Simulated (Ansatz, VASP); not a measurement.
# Pt in VASP and in Ansatz

```
Pt
1.0
     2.72335    0.00000    0.00000
    -1.36168    2.35849    0.00000
     0.00000    0.00000    4.72737
Pt
2
Cartesian
  0.0000 1.5723 1.1818
  1.3617 0.7862 3.5455
```

Change from the starting cell: volume scaled by 0.96.

Alike in both runs: task single point; functional PBEsol; k mesh 11 × 11 × 6; occupations fermi-dirac, width 0.05 eV; no spin polarisation.

|  | VASP | Ansatz |
| --- | --- | --- |
| version | VASP 6.6.1 | Ansatz 0.2.0 |
| potentials or method | VASP PAW PBE potentials, release 64 (Pt) | Ansatz PAW |
| plane-wave cutoff (eV) | 520 | 420 |
| valence electrons in the cell | 20 | 36 |

|  | VASP | Ansatz | Ansatz less VASP |
| --- | --- | --- | --- |
| gap on the k mesh at the Fermi level (eV) | none | none | - |
| pressure (GPa) | -0.9 | -0.5 | +0.40 |
| largest component of the traceless stress (GPa) | 2.02 | 1.93 | -0.082 |

A gap of «none» marks a metal or a gap that the smearing closes. With one functional, cell and mesh, what is left measures potentials, basis and numerics. The two sets of potentials don't hold the same shells in valence.

Caveats: the PAW data sets were made with another functional, which shifts forces and pressure a little (VASP); the PAW data sets come from PBE, with cores solved anew for the run's functional, which leaves a small shift of forces and pressure (Ansatz). Spin-orbit coupling is left out, which matters for the levels of Pt.
